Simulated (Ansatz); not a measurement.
CsBr:
```xyz
2
Lattice="4.1396 0.0000 0.0000 0.0000 4.1396 0.0000 0.0000 0.0000 4.1396" Properties=species:S:1:pos:R:3 pbc="T T T"
Cs     0.0000     0.0000     0.0000
Br     2.0698     2.0698     2.0698
```

x, y and z are the axes in which the lattice vectors are written.

Give the high-frequency dielectric tensor and the Born effective charge tensors of the independent atoms from DFPT, LDA (plane waves, PAW; program Ansatz).


ε∞:
```
3.38  0.00  0.00
0.00  3.38  0.00
0.00  0.00  3.38
```
Z* of atom 1 (Cs), rows: field, columns: displacement, in e:
```
1.33  0.00  0.00
0.00  1.33  0.00
0.00  0.00  1.33
```
Z* of atom 2 (Br), rows: field, columns: displacement, in e:
```
-1.33   0.00   0.00
 0.00  -1.33   0.00
 0.00   0.00  -1.33
```

Space group Pm-3m (CsCl type). The cell was relaxed with LDA under the symmetry of its start. Scalar-relativistic: spin–orbit coupling is off unless named, which matters more the heavier the elements.

Potentials: the later of the program's two PAW sets.
